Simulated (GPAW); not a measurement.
Runs of GPAW 26.7.0 on GaAs. The structure is cubic, space group F-43m (No. 216). The conventional cell has a = 5.654 Å, b = 5.654 Å, c = 5.654 Å, α = 90.00°, β = 90.00°, γ = 90.00°. Around As (site symmetry -43m) lie 4 Ga at 2.45 Å. Ga (site symmetry -43m) is surrounded by 4 As at 2.45 Å. 

| task | level | potentials or basis | cell | optimizer | fmax | max steps | target pressure | convergence | gap on the mesh (eV) | pressure (GPa) |
| --- | --- | --- | --- | --- | --- | --- | --- | --- | --- | --- |
| relaxation of cell and atoms | PBEsol | PAW data sets generated in the run's folder for this functional, pw | relaxed to 30 GPa | BFGS | 0.02 eV/Å | 60 | 30 GPa | density=1e-05 forces=0.0001 | (a) | 30.0 |
| relaxation of cell and atoms | PBEsol | PAW data sets generated in the run's folder for this functional, pw | relaxed to 5 GPa | BFGS | 0.02 eV/Å | 60 | 5 GPa | density=1e-05 forces=0.0001 | 0.85 | 5.0 |
| relaxation of cell and atoms | PBEsol | PAW data sets generated in the run's folder for this functional, pw | relaxed to 20 GPa | BFGS | 0.02 eV/Å | 60 | 20 GPa | density=1e-05 forces=0.0001 | 0.99 | 20.0 |
| relaxation of cell and atoms | PBEsol | PAW data sets generated in the run's folder for this functional, pw | relaxed to 2 GPa | BFGS | 0.02 eV/Å | 60 | 2 GPa | density=1e-05 forces=0.0001 | 0.58 | 2.0 |

Alike in all rows: no spin polarisation; k mesh 8 × 8 × 8; cutoff (eV) 600; smearing fermi-dirac 0.05 eV.

Question: Estimate the missing entries.

Answer: (a) 0.84.

Caveats: later steps reuse the first step's grids.

A k mesh can miss the band edges, and the runs leave out spin-orbit coupling on As, Ga.
